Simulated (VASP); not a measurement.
Crystal: HfB2.

```
CELL_PARAMETERS angstrom
3.14000 0.00000 0.00000
-1.57000 2.71932 0.00000
0.00000 0.00000 3.48000
ATOMIC_POSITIONS crystal
Hf 0.00000 0.00000 0.00000
B 0.66667 0.33333 0.50000
B 0.33333 0.66667 0.50000
```

Base run:

* Program: VASP 6.6.1
* Functional: LDA
* Potentials or basis: VASP PAW LDA potentials, release 64 (Hf_pv, B)
* Cutoff: 520 eV
* k mesh: 10 × 10 × 8
* Occupations: fermi-dirac, width 0.05 eV
* Spin: no spin polarisation
* Hubbard terms: Hf d U = 3 eV

Its results: band gap on the k mesh none (metal or under the smearing width); pressure -1.2 GPa.

Question: After a change of settings the same cell gave: band gap on the k mesh none (metal or under the smearing width); pressure 4.8 GPa. Which change was it?
A. hubbard terms from Hf d U = 3 eV to none
B. hubbard terms from Hf d U = 3 eV to Hf d U = 5 eV
C. hubbard terms from Hf d U = 3 eV to Hf d U = 2 eV

Answer: B.

Caveats: U without spin polarisation on a metal has little footing; the U is typed as a test and isn't derived for this compound.

Not every run made on this cell is shown here.
